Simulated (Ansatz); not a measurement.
**Iridium, fcc under LDA: testing the cold (Marzari-Vanderbilt) smearing**

Aim: find which cold (Marzari-Vanderbilt) smearing width is enough for energy and pressure. The geometry was relaxed under LDA beforehand and stays fixed; 7 values are run, from 0.01 to 1.0 eV. Wanted are the values from which on the energy stays within 10 and 1 meV/atom, and the pressure within 0.5 GPa, of the narrowest run. Within the series other settings stay, but some runs also write fields, which adds to their time. Spin polarisation is left out.

Program: Ansatz 0.2.0. Level of theory: DFT LDA, plane waves with PAW, scalar-relativistic. These are calculated values, not measurements.

## 1. Starting point

Symmetry: Fm-3m, No. 225, cubic system. Conventional cell: a = 3.812 Å, b = 3.812 Å, c = 3.812 Å, α = 90.00°, β = 90.00°, γ = 90.00°. Around Ir (site symmetry m-3m) lie 12 Ir at 2.70 Å.

Structure file:

```xyz
1
Lattice="0.0000 1.9061 1.9061 1.9061 0.0000 1.9061 1.9061 1.9061 0.0000" Properties=species:S:1:pos:R:3 pbc="T T T"
Ir    0.0000    0.0000    0.0000
```

## 2. Run at 0.01 eV

The run at 0.01 eV.

Contents of input.yaml:

```yaml
crystal:
  lattice:
    - [0.0, 1.9060927672, 1.9060927672]
    - [1.9060927672, 0.0, 1.9060927672]
    - [1.9060927672, 1.9060927672, 0.0]
  atoms:
    - { symbol: Ir, position: [0.0, 0.0, 0.0] }
hamiltonian:
  xc: lda
  pseudopotentials:
    kind: paw
    azcp:
      Ir: "pseudopotentials/Ir.paw.azcp"
basis:
  ecutwfc: 420
  fft_grid_basis: typed
kpoints:
  mp_grid: { grid: [14, 14, 14], shift: [0, 0, 0] }
magnetization:
  spin_polarized: false
scf:
  occupations: { method: cold, width: 0.01 }
  lower_state_search: "off"
output:
  stress: true
  write_density: true
  write_potential: true
  elf: true
  volumetric_format: npy
```

Command:

```sh
> ansatz run input.yaml --threads 2 --pin off --max-ram 5120MiB --backend cpu --events-out ev --progress --plain --runs-dir out
```

The program printed, shortened:

```text
Warning: <dir> the record states the generating functional pbe (its physics header spells it `PBE`), which answers neither for hamiltonian.xc's functional nor for the lda family's — results may be inconsistent (PPs are generated against a specific XC)
Warning: RAYON_NUM_THREADS=2 ignored (pool sized by the plan → 2); use --threads N
[...]
Pseudopotentials: kind: paw
Pseudopotential: Ir, paw, valence charge 17, recommended cutoff 420 eV (normal), <dir>
Functional definition: SPW92
[...]
Crystal: 1 atoms, lattice volume = 13.850 Å³
Basis set: ecut = 420 eV, 283 PW (Γ)
Bands: 13, of which v1, the nominal top of the filled ones, is band 9 counted from 1 (8 counted from 0)
Symmetry: 48 space group operations
Space group: Fm-3m (ITA 225), of the structure as read, at distance tolerance 2.4e-5 Å
k-points: 104 of 2744
[...]
SCF iter   1: F=—  HF=-11663.381309 eV  |F-HF|=—  |Δ(HF+E_count)|=         —  Δρ=6.41e-3  dr2=9.81e-4  ethr=1.77e-3  ⟨swp⟩=5.9  Hψ=6978  notcnv=0
[...]
SCF iter   5: F=-11663.381383 eV  HF=-11663.381383 eV  |F-HF|=2.34e-9  |Δ(HF+E_count)|=   9.85e-8  S|Δr|=    0.00e0  Δρ=1.59e-5  dr2=7.25e-9  ethr=5.88e-10  ⟨swp⟩=8.8  Hψ=8403  notcnv=0
[...]
SCF converged after 5 iterations
Stability not checked: this state was not tested for a lower state beside it, because cold or Methfessel-Paxton smearing, or corrected tetrahedra, fill the levels in a way that the test cannot read (fill_not_monotonic; see scf.lower_state_search)
Free energy (F): -11663.381383 eV
[...]
E sigma→0 (E₀):  -11663.381356 eV
Entropy (-TS):   -0.000079 eV (-0.079 meV/atom)
Fermi energy:    26.040203 eV
[...]
--- Stress (GPa, compression-positive) ---
       -0.168970      -0.000000       0.000000
       -0.000000      -0.168970      -0.000000
        0.000000       0.000000      -0.168970
  P = ⅓ Tr σ = -0.1690 GPa (-1.690 kbar)
--- Band table (eV; the first three rows and the last of 104) ---
  k-point 0: bands = ["-66.8529", "-23.2326", "-23.2326", "-23.2326", "14.7794", "22.1207", "22.1207", "22.1207", "24.9356", "24.9356", "39.7498", "45.3280", "45.3280"]
[...]
```

It took 0.8 s on 2 threads of Arm Neoverse V2, shared host; peak memory 0.27 GiB.

## 3. Run at 0.03 eV

The run at 0.03 eV.

Edit input.yaml of step 2 so:

```diff
@@ -21,3 +21,3 @@
 scf:
-  occupations: { method: cold, width: 0.01 }
+  occupations: { method: cold, width: 0.03 }
   lower_state_search: "off"
```

Command:

```sh
> ansatz run input.yaml --threads 2 --pin off --max-ram 5120MiB --backend cpu --events-out ev --progress --plain --runs-dir out
```

The program printed, shortened:

```text
Warning: <dir> the record states the generating functional pbe (its physics header spells it `PBE`), which answers neither for hamiltonian.xc's functional nor for the lda family's — results may be inconsistent (PPs are generated against a specific XC)
Warning: RAYON_NUM_THREADS=2 ignored (pool sized by the plan → 2); use --threads N
[...]
[... 3 set-up lines as earlier in the session ...]
[...]
Crystal: 1 atoms, lattice volume = 13.850 Å³
Basis set: ecut = 420 eV, 283 PW (Γ)
Bands: 13, of which v1, the nominal top of the filled ones, is band 9 counted from 1 (8 counted from 0)
[... 2 set-up lines as earlier in the session ...]
k-points: 104 of 2744
[...]
SCF iter   1: F=—  HF=-11663.381635 eV  |F-HF|=—  |Δ(HF+E_count)|=         —  Δρ=6.33e-3  dr2=9.49e-4  ethr=1.77e-3  ⟨swp⟩=5.4  Hψ=7075  notcnv=0
[...]
SCF iter   5: F=-11663.381635 eV  HF=-11663.381635 eV  |F-HF|=6.13e-9  |Δ(HF+E_count)|=   1.05e-7  S|Δr|=    0.00e0  Δρ=1.84e-5  dr2=7.26e-9  ethr=5.88e-10  ⟨swp⟩=9.2  Hψ=8627  notcnv=0
[...]
SCF converged after 5 iterations
Stability not checked: this state was not tested for a lower state beside it, because cold or Methfessel-Paxton smearing, or corrected tetrahedra, fill the levels in a way that the test cannot read (fill_not_monotonic; see scf.lower_state_search)
Free energy (F): -11663.381635 eV
[...]
E sigma→0 (E₀):  -11663.381483 eV
Entropy (-TS):   -0.000456 eV (-0.456 meV/atom)
Fermi energy:    26.041801 eV
[...]
--- Stress (GPa, compression-positive) ---
       -0.181682       0.000000      -0.000000
       -0.000000      -0.181682      -0.000000
        0.000000       0.000000      -0.181682
  P = ⅓ Tr σ = -0.1817 GPa (-1.817 kbar)
--- Band table (eV; the first three rows and the last of 104) ---
  k-point 0: bands = ["-66.8555", "-23.2348", "-23.2348", "-23.2348", "14.7794", "22.1197", "22.1197", "22.1197", "24.9340", "24.9340", "39.7505", "45.3278", "45.3278"]
[...]
```

Run time: 0.8 s. Hardware: 2 threads of Arm Neoverse V2, shared host; peak memory 0.27 GiB.

## 4. Run at 0.1 eV

The run at 0.1 eV.

Edit input.yaml of step 3 so:

```diff
@@ -21,3 +21,3 @@
 scf:
-  occupations: { method: cold, width: 0.03 }
+  occupations: { method: cold, width: 0.1 }
   lower_state_search: "off"
@@ -25,5 +25 @@
   stress: true
-  write_density: true
-  write_potential: true
-  elf: true
-  volumetric_format: npy
```

Command:

```sh
> ansatz run input.yaml --threads 2 --pin off --max-ram 5120MiB --backend cpu --events-out ev --progress --plain --runs-dir out
```

The program printed, shortened:

```text
Warning: <dir> the record states the generating functional pbe (its physics header spells it `PBE`), which answers neither for hamiltonian.xc's functional nor for the lda family's — results may be inconsistent (PPs are generated against a specific XC)
Warning: RAYON_NUM_THREADS=2 ignored (pool sized by the plan → 2); use --threads N
[...]
[... 3 set-up lines as earlier in the session ...]
[...]
Crystal: 1 atoms, lattice volume = 13.850 Å³
Basis set: ecut = 420 eV, 283 PW (Γ)
Bands: 13, of which v1, the nominal top of the filled ones, is band 9 counted from 1 (8 counted from 0)
[... 2 set-up lines as earlier in the session ...]
k-points: 104 of 2744
[...]
SCF iter   1: F=—  HF=-11663.382329 eV  |F-HF|=—  |Δ(HF+E_count)|=         —  Δρ=6.17e-3  dr2=8.93e-4  ethr=1.77e-3  ⟨swp⟩=5.0  Hψ=6838  notcnv=0
[...]
SCF iter   5: F=-11663.382341 eV  HF=-11663.382341 eV  |F-HF|=6.01e-9  |Δ(HF+E_count)|=   2.86e-7  S|Δr|=    0.00e0  Δρ=2.22e-5  dr2=1.41e-8  ethr=5.88e-10  ⟨swp⟩=2.8  Hψ=4621  notcnv=0
[...]
SCF converged after 5 iterations
Stability not checked: this state was not tested for a lower state beside it, because cold or Methfessel-Paxton smearing, or corrected tetrahedra, fill the levels in a way that the test cannot read (fill_not_monotonic; see scf.lower_state_search)
Free energy (F): -11663.382341 eV
[...]
E sigma→0 (E₀):  -11663.382092 eV
Entropy (-TS):   -0.000745 eV (-0.745 meV/atom)
Fermi energy:    26.044044 eV
[...]
--- Stress (GPa, compression-positive) ---
       -0.198816       0.000000      -0.000000
        0.000000      -0.198816      -0.000000
       -0.000000       0.000000      -0.198816
  P = ⅓ Tr σ = -0.1988 GPa (-1.988 kbar)
```

It took 0.59 s on 2 threads of Arm Neoverse V2, shared host; peak memory 0.26 GiB.

## 5. Run at 0.2 eV

The run at 0.2 eV.

Edit input.yaml of step 4 so:

```diff
@@ -21,3 +21,3 @@
 scf:
-  occupations: { method: cold, width: 0.1 }
+  occupations: { method: cold, width: 0.2 }
   lower_state_search: "off"
```

Command:

```sh
> ansatz run input.yaml --threads 2 --pin off --max-ram 5120MiB --backend cpu --events-out ev --progress --plain --runs-dir out
```

The program printed, shortened:

```text
Warning: <dir> the record states the generating functional pbe (its physics header spells it `PBE`), which answers neither for hamiltonian.xc's functional nor for the lda family's — results may be inconsistent (PPs are generated against a specific XC)
Warning: RAYON_NUM_THREADS=2 ignored (pool sized by the plan → 2); use --threads N
[...]
[... 3 set-up lines as earlier in the session ...]
[...]
Crystal: 1 atoms, lattice volume = 13.850 Å³
Basis set: ecut = 420 eV, 283 PW (Γ)
Bands: 13, of which v1, the nominal top of the filled ones, is band 9 counted from 1 (8 counted from 0)
[... 2 set-up lines as earlier in the session ...]
k-points: 104 of 2744
[...]
SCF iter   1: F=—  HF=-11663.383008 eV  |F-HF|=—  |Δ(HF+E_count)|=         —  Δρ=6.10e-3  dr2=8.81e-4  ethr=1.77e-3  ⟨swp⟩=5.0  Hψ=6480  notcnv=0
[...]
SCF iter   5: F=-11663.383101 eV  HF=-11663.383101 eV  |F-HF|=1.71e-9  |Δ(HF+E_count)|=   3.13e-7  S|Δr|=    0.00e0  Δρ=2.67e-5  dr2=2.58e-8  ethr=5.88e-10  ⟨swp⟩=2.8  Hψ=4614  notcnv=0
[...]
SCF converged after 5 iterations
Stability not checked: this state was not tested for a lower state beside it, because cold or Methfessel-Paxton smearing, or corrected tetrahedra, fill the levels in a way that the test cannot read (fill_not_monotonic; see scf.lower_state_search)
Free energy (F): -11663.383101 eV
[...]
E sigma→0 (E₀):  -11663.382693 eV
Entropy (-TS):   -0.001224 eV (-1.224 meV/atom)
Fermi energy:    26.060928 eV
[...]
--- Stress (GPa, compression-positive) ---
       -0.202231       0.000000      -0.000000
       -0.000000      -0.202231       0.000000
       -0.000000       0.000000      -0.202231
  P = ⅓ Tr σ = -0.2022 GPa (-2.022 kbar)
```

Wall time 0.59 s (2 threads of Arm Neoverse V2, shared host); peak memory 0.26 GiB.

## 6. Run at 0.3 eV

The run at 0.3 eV.

Edit input.yaml of step 5 so:

```diff
@@ -21,3 +21,3 @@
 scf:
-  occupations: { method: cold, width: 0.2 }
+  occupations: { method: cold, width: 0.3 }
   lower_state_search: "off"
@@ -25 +25,5 @@
   stress: true
+  write_density: true
+  write_potential: true
+  elf: true
+  volumetric_format: npy
```

Command:

```sh
> ansatz run input.yaml --threads 2 --pin off --max-ram 5120MiB --backend cpu --events-out ev --progress --plain --runs-dir out
```

The program printed, shortened:

```text
Warning: <dir> the record states the generating functional pbe (its physics header spells it `PBE`), which answers neither for hamiltonian.xc's functional nor for the lda family's — results may be inconsistent (PPs are generated against a specific XC)
Warning: RAYON_NUM_THREADS=2 ignored (pool sized by the plan → 2); use --threads N
[...]
[... 3 set-up lines as earlier in the session ...]
[...]
Crystal: 1 atoms, lattice volume = 13.850 Å³
Basis set: ecut = 420 eV, 283 PW (Γ)
Bands: 13, of which v1, the nominal top of the filled ones, is band 9 counted from 1 (8 counted from 0)
[... 2 set-up lines as earlier in the session ...]
k-points: 104 of 2744
[...]
SCF iter   1: F=—  HF=-11663.383849 eV  |F-HF|=—  |Δ(HF+E_count)|=         —  Δρ=6.05e-3  dr2=8.69e-4  ethr=1.77e-3  ⟨swp⟩=5.0  Hψ=6458  notcnv=0
[...]
SCF iter   5: F=-11663.383931 eV  HF=-11663.383931 eV  |F-HF|=1.21e-9  |Δ(HF+E_count)|=   3.25e-7  S|Δr|=    0.00e0  Δρ=2.81e-5  dr2=3.12e-8  ethr=5.88e-10  ⟨swp⟩=5.8  Hψ=7364  notcnv=0
[...]
SCF converged after 5 iterations
Stability not checked: this state was not tested for a lower state beside it, because cold or Methfessel-Paxton smearing, or corrected tetrahedra, fill the levels in a way that the test cannot read (fill_not_monotonic; see scf.lower_state_search)
Free energy (F): -11663.383931 eV
[...]
E sigma→0 (E₀):  -11663.382686 eV
Entropy (-TS):   -0.003735 eV (-3.735 meV/atom)
Fermi energy:    26.084840 eV
[...]
--- Stress (GPa, compression-positive) ---
       -0.174145       0.000000      -0.000000
       -0.000000      -0.174145      -0.000000
        0.000000       0.000000      -0.174145
  P = ⅓ Tr σ = -0.1741 GPa (-1.741 kbar)
--- Band table (eV; the first three rows and the last of 104) ---
  k-point 0: bands = ["-66.8516", "-23.2314", "-23.2314", "-23.2314", "14.7794", "22.1213", "22.1213", "22.1213", "24.9364", "24.9364", "39.7499", "45.3278", "45.3278"]
[...]
```

It took 0.78 s on 2 threads of Arm Neoverse V2, shared host; peak memory 0.27 GiB.

## 7. Run at 0.6 eV

The run at 0.6 eV.

Edit input.yaml of step 6 so:

```diff
@@ -21,3 +21,3 @@
 scf:
-  occupations: { method: cold, width: 0.3 }
+  occupations: { method: cold, width: 0.6 }
   lower_state_search: "off"
@@ -25,5 +25 @@
   stress: true
-  write_density: true
-  write_potential: true
-  elf: true
-  volumetric_format: npy
```

Command:

```sh
> ansatz run input.yaml --threads 2 --pin off --max-ram 5120MiB --backend cpu --events-out ev --progress --plain --runs-dir out
```

The program printed, shortened:

```text
Warning: <dir> the record states the generating functional pbe (its physics header spells it `PBE`), which answers neither for hamiltonian.xc's functional nor for the lda family's — results may be inconsistent (PPs are generated against a specific XC)
Warning: RAYON_NUM_THREADS=2 ignored (pool sized by the plan → 2); use --threads N
[...]
[... 3 set-up lines as earlier in the session ...]
[...]
Crystal: 1 atoms, lattice volume = 13.850 Å³
Basis set: ecut = 420 eV, 283 PW (Γ)
Bands: 13, of which v1, the nominal top of the filled ones, is band 9 counted from 1 (8 counted from 0)
[... 2 set-up lines as earlier in the session ...]
k-points: 104 of 2744
[...]
SCF iter   1: F=—  HF=-11663.392044 eV  |F-HF|=—  |Δ(HF+E_count)|=         —  Δρ=5.92e-3  dr2=8.35e-4  ethr=1.77e-3  ⟨swp⟩=5.0  Hψ=6551  notcnv=0
[...]
SCF iter   5: F=-11663.392061 eV  HF=-11663.392061 eV  |F-HF|=6.51e-9  |Δ(HF+E_count)|=   3.38e-7  S|Δr|=    0.00e0  Δρ=2.91e-5  dr2=3.70e-8  ethr=5.88e-10  ⟨swp⟩=2.7  Hψ=4684  notcnv=0
[...]
SCF converged after 5 iterations
Stability not checked: this state was not tested for a lower state beside it, because cold or Methfessel-Paxton smearing, or corrected tetrahedra, fill the levels in a way that the test cannot read (fill_not_monotonic; see scf.lower_state_search)
Free energy (F): -11663.392061 eV
[...]
E sigma→0 (E₀):  -11663.385735 eV
Entropy (-TS):   -0.018977 eV (-18.977 meV/atom)
Fermi energy:    26.130723 eV
[...]
--- Stress (GPa, compression-positive) ---
        0.000418       0.000000      -0.000000
        0.000000       0.000418       0.000000
        0.000000       0.000000       0.000418
  P = ⅓ Tr σ = 0.0004 GPa (0.004 kbar)
```

Wall time 0.6 s (2 threads of Arm Neoverse V2, shared host); peak memory 0.26 GiB.

## 8. Run at 1.0 eV

The run at 1.0 eV.

Edit input.yaml of step 7 so:

```diff
@@ -21,3 +21,3 @@
 scf:
-  occupations: { method: cold, width: 0.6 }
+  occupations: { method: cold, width: 1.0 }
   lower_state_search: "off"
```

Command:

```sh
> ansatz run input.yaml --threads 2 --pin off --max-ram 5120MiB --backend cpu --events-out ev --progress --plain --runs-dir out
```

The program printed, shortened:

```text
Warning: <dir> the record states the generating functional pbe (its physics header spells it `PBE`), which answers neither for hamiltonian.xc's functional nor for the lda family's — results may be inconsistent (PPs are generated against a specific XC)
Warning: RAYON_NUM_THREADS=2 ignored (pool sized by the plan → 2); use --threads N
[...]
[... 3 set-up lines as earlier in the session ...]
[...]
Crystal: 1 atoms, lattice volume = 13.850 Å³
Basis set: ecut = 420 eV, 283 PW (Γ)
Bands: 13, of which v1, the nominal top of the filled ones, is band 9 counted from 1 (8 counted from 0)
[... 2 set-up lines as earlier in the session ...]
k-points: 104 of 2744
[...]
SCF iter   1: F=—  HF=-11663.396318 eV  |F-HF|=—  |Δ(HF+E_count)|=         —  Δρ=6.30e-3  dr2=9.21e-4  ethr=1.77e-3  ⟨swp⟩=5.0  Hψ=6641  notcnv=0
[...]
SCF iter   5: F=-11663.396200 eV  HF=-11663.396200 eV  |F-HF|=4.75e-9  |Δ(HF+E_count)|=   3.70e-7  S|Δr|=    0.00e0  Δρ=2.53e-5  dr2=2.14e-8  ethr=5.88e-10  ⟨swp⟩=2.9  Hψ=4727  notcnv=0
[...]
SCF converged after 5 iterations
Stability not checked: this state was not tested for a lower state beside it, because cold or Methfessel-Paxton smearing, or corrected tetrahedra, fill the levels in a way that the test cannot read (fill_not_monotonic; see scf.lower_state_search)
Free energy (F): -11663.396200 eV
[...]
E sigma→0 (E₀):  -11663.398962 eV
Entropy (-TS):   0.008284 eV (8.284 meV/atom)
Fermi energy:    26.084350 eV
[...]
--- Stress (GPa, compression-positive) ---
       -0.471205       0.000000       0.000000
        0.000000      -0.471205      -0.000000
        0.000000       0.000000      -0.471205
  P = ⅓ Tr σ = -0.4712 GPa (-4.712 kbar)
```

It took 0.59 s on 2 threads of Arm Neoverse V2, shared host; peak memory 0.26 GiB.

## 9. Convergence table

Differences are taken from the run at 0.01 eV.

| smearing (eV) | F (meV/atom) | E(σ → 0) (meV/atom) | P (GPa) | SCF cycles | CPU time |
| --- | --- | --- | --- | --- | --- |
| 0.01 | 0.00 | 0.00 | -0.17 | 5 | 1.4 s |
| 0.03 | -0.25 | -0.13 | -0.18 | 5 | 1.4 s |
| 0.1 | -0.96 | -0.74 | -0.20 | 5 | 0.97 s |
| 0.2 | -1.72 | -1.34 | -0.20 | 5 | 0.96 s |
| 0.3 | -2.55 | -1.33 | -0.17 | 5 | 1.3 s |
| 0.6 | -10.68 | -4.38 | 0.00 | 5 | 0.99 s |
| 1.0 | -14.82 | -17.61 | -0.47 | 5 | 0.97 s |

## 10. Outcome

| quantity | value |
| --- | --- |
| E(σ → 0) stays within 10 meV/atom of 0.01 eV | up to 0.6 eV |
| E(σ → 0) stays within 1 meV/atom | up to 0.1 eV |
| pressure stays within 0.5 GPa | up to 1.0 eV |
| pressure at 0.01 eV | -0.17 GPa |
| energy of a separate run on a finer mesh (23×23×23) | -14.8 meV/atom from 0.01 eV |

What this shows: The far end, 1.0 eV, lies -17.6 meV/atom and -0.3 GPa from the yardstick. Over the range F shifts by -14.8 meV/atom, while E(σ → 0) shifts by -17.6. This scheme cancels the term in the square of the width, so F moves little up to 0.2 eV. The mesh (14×14×14) is fixed, so the narrowest widths carry a k-point error of their own. The yardstick itself is unsettled by 14.8 meV/atom against the finer mesh, so the thresholds above hold only within this series, and wider smearing, which averages over more states, can land nearer the fine-mesh value than the narrowest does.
